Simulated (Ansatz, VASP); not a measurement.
**Two plane-wave programs on AlN**

The input INCAR:

```
PREC = Accurate
ENCUT = 520
EDIFF = 1E-7
ISMEAR = 0
SIGMA = 0.05
LREAL = False
LASPH = True
NELM = 60
ALGO = Normal
ISIF = 2
LWAVE = False
LCHARG = False
GGA = PE
NBANDS = 16
```

KPOINTS

```
regular mesh
0
Gamma
  9 9 6
```

POSCAR

```
AlN
1.0
    3.2581442357      0.0000000000      0.0000000000
   -1.6290721178      2.8216356773      0.0000000000
    0.0000000000      0.0000000000      4.1176574847
Al N
2 2
Direct
    0.3333333333      0.6666666667      0.7576365105
    0.6666666667      0.3333333333      0.2576365105
    0.3333333333      0.6666666667      0.2352898692
    0.6666666667      0.3333333333      0.7352898692
```

Input for Ansatz:

```yaml
crystal:
  lattice:
    - [3.2581442357, 0.0, 0.0]
    - [-1.6290721178, 2.8216356773, 0.0]
    - [0.0, 0.0, 4.1176574847]
  atoms:
    - { symbol: Al, position: [0.3333333333, 0.6666666667, 0.7576365105] }
    - { symbol: Al, position: [0.6666666667, 0.3333333333, 0.2576365105] }
    - { symbol: "N", position: [0.3333333333, 0.6666666667, 0.2352898692] }
    - { symbol: "N", position: [0.6666666667, 0.3333333333, 0.7352898692] }
basis:
  ecutwfc: 520.0
kpoints:
  mp_grid: { grid: [9, 9, 6] }
hamiltonian:
  xc: pbe
  pseudopotentials: { kind: paw, azcp: { folder: soft_1 } }
scf:
  occupations: { method: gaussian, width: 0.05 }
output:
  forces: true
  stress: true
  eigenvalues: true
```

Change from the starting cell: mode 4 frozen in at -0.062 Å, equal normal strain along x, y and z -0.0167.

Alike in both runs: task single point; functional PBE; k mesh 9 × 9 × 6; occupations gaussian, width 0.05 eV; no spin polarisation.

|  | VASP | Ansatz |
| --- | --- | --- |
| version | VASP 6.6.1 | Ansatz 0.2.0 |
| potentials or method | VASP PAW PBE potentials, release 64 (Al, N) | scalar-relativistic, plane waves, PAW |
| plane-wave cutoff (eV) | 520 | 520 |
| valence electrons in the cell | 16 | 16 |

Ansatz gave:

```
gap on the k mesh at the Fermi level (eV)       : 3.67
least direct gap on the mesh (eV)               : 3.67
pressure (GPa)                                  : 12.4
largest component of the traceless stress (GPa) : 1.41
rms of the force components (eV/Å)              : 0.160
```

Which values does VASP return?

gap on the k mesh at the Fermi level (eV): 3.68; least direct gap on the mesh (eV): 3.68; pressure (GPa): 12.2; largest component of the traceless stress (GPa): 1.55; rms of the force components (eV/Å): 0.161.

Atom by atom the forces differ by 0.001 eV/Å (rms over components).

Caveats: an odd mesh through Γ misses points on the zone boundary, where band edges often lie.
